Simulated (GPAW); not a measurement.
Ge:

```
Ge
1.0
    -2.49590    2.65086    1.43695
     2.49590   -2.65086    1.43695
     2.49590    2.65086   -1.43695
Ge
2
Direct
  0.31406 0.06406 0.25000
  0.68594 0.93594 0.75000
```

This isn't the form of Ge at room conditions, which is diamond.

Base run:

| Property | Result |
| --- | --- |
| Program | GPAW 26.7.0 |
| Functional | LDA |
| Potentials or basis | the program's PAW data sets (release 1.2.1) made for this functional |
| Cutoff | 600 eV |
| Basis | pw |
| k mesh | 9 × 9 × 9 |
| Occupations | fermi-dirac, width 0.05 eV |
| Spin | no spin polarisation |

Its results: pressure -4.2 GPa; largest force 0.046 eV/Å.

Q: The run is repeated on the same cell with these changes: functional from LDA to PBEsol; potentials or basis from the program's PAW data sets (release 1.2.1) made for this functional to PAW data sets generated in the run's folder for this functional. What comes out?

A: Pressure -2.6 GPa; largest force 0.039 eV/Å.
